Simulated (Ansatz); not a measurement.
**F: a line through a two-coordinate scan**

An exercise on one series of results from a longer session: the logs are not shown, and one member is left open.

Program: Ansatz 0.2.0. Level of theory: DFT PBE+D3(BJ), scalar-relativistic, plane waves, PAW. These are calculated values, not measurements.

16 further runs of the same task are left out: 16 set aside as unsound or not needed.

### Starting point

Symmetry: C2/c, No. 15, monoclinic system. Conventional cell: a = 5.668 Å, b = 3.582 Å, c = 6.799 Å, α = 90.00°, β = 91.04°, γ = 90.00°. F (site symmetry 1) is surrounded by 1 F at 1.42 Å.

Coordinates:

```xyz
4
Lattice="2.8182 -1.7912 0.2974 2.8182 1.7912 0.2974 -0.8360 0.0000 6.7469" Properties=species:S:1:pos:R:3 pbc="T T T"
F     4.1471   -0.5881    1.0797
F     1.0713   -0.5881    2.8886
F     0.6533    0.5881    6.2621
F     3.7291    0.5881    4.4531
```

It is the result of an earlier relaxation at this level (volume 17.25 Å³/atom; gap on the mesh: 3.03 eV).

### The scan

Atoms count from 1 in the order of the input.

The energy is mapped over a free internal coordinate and the cell.

The axes are (1) shift of F1 along [0 0 1], its symmetry partners moved as symmetry demands (measured in the relaxed cell): 7 values from −0.170 Å; (2) volume per atom at fixed shape: 7 values from 14.84 to 19.67 Å³.

Nothing else is relaxed (all other coordinates fixed). Energies count from the relaxed crystal. Points are written as (first, second).

The first run:

Input file input.yaml:

```yaml
crystal:
  lattice:
    - [2.6799568887, -1.7033667864, 0.2828237142]
    - [2.6799568887, 1.7033667864, 0.2828237142]
    - [-0.7949966387, 0.0, 6.4160639725]
  atoms:
    - { symbol: F, position: [0.9138648456, 0.585548145, 0.102268055] }
    - { symbol: F, position: [0.414451855, 0.0861351544, 0.397731945] }
    - { symbol: F, position: [0.0861351544, 0.414451855, 0.897731945] }
    - { symbol: F, position: [0.585548145, 0.9138648456, 0.602268055] }
basis:
  ecutwfc: 520.0
kpoints:
  mp_grid: { grid: [8, 8, 4] }
hamiltonian:
  xc: pbe
  dispersion: d3bj
scf:
  occupations: { method: gaussian, width: 0.05 }
output:
  forces: true
  stress: true
  eigenvalues: true
```

Started as:

```console
$ ansatz run input.yaml --threads 1 --pin off --max-ram 2048MiB --backend cpu --events-out ev --progress --plain --runs-dir out
```

Steps of the session up to this table: The run at (0.057 Å, 14.84 Å³); The run at (0.057 Å, 15.64 Å³); The run at (0.057 Å, 16.45 Å³); The run at (0.057 Å, 17.25 Å³); Point (0.057 Å, 18.86 Å³); Point (0.057 Å, 19.67 Å³).

One table of the session follows, with a row left open; its other results are not shown here.

```
volume per atom at fixed shape (Å³)  energy (meV/atom)  slope (meV/atom per Å³)  pressure (GPa)  band gap on the k-mesh (eV)  largest force on an atom (eV/Å)
                              14.84                 12                      6.8            −1.1                         2.57                             0.79
                              15.64                 23                     20.0            −3.2                         2.34                             1.45
                              16.45                 43                     29.8            −4.8                         2.13                             1.98
                              17.25                 71                     37.0            −5.9                         1.95                             2.42
                              18.06                  ?                        ?               ?                            ?                                ?
                              18.86                138                     46.0            −7.4                         1.63                             3.07
                              19.67                176                     48.5            −7.8                         1.50                             3.30
```

Q: Estimate the row for volume per atom at fixed shape (Å³) = 18.06 from the others.

Worked estimate for «energy (meV/atom)». A straight line through the neighbours (17.25, 71) and (18.86, 138) gives 71 + (138 − 71) × (18.06 − 17.25) / (18.86 − 17.25) = 105; a parabola fitted to 4 rows on both sides gives 103.

As computed: energy (meV/atom): 103; slope (meV/atom per Å³): 42.2; pressure (GPa): −6.8; band gap on the k-mesh (eV): 1.78; largest force on an atom (eV/Å): 2.78. In «energy (meV/atom)» the line misses by +2 and the parabola by +0.

Energies count from the relaxed crystal. Rows without a step come from runs not printed here or follow by symmetry. Slopes come from the forces (and the stress, where the cell changes), not from differences of energies.

In words: The energy is lowest at the end of the line, 14.84 Å³, so the minimum along this coordinate may lie outside the range. The highest point computed, at 19.67 Å³, lies 164 meV/atom above the lowest. This is one cut through a surface in two coordinates; the map's lowest point lies off it.
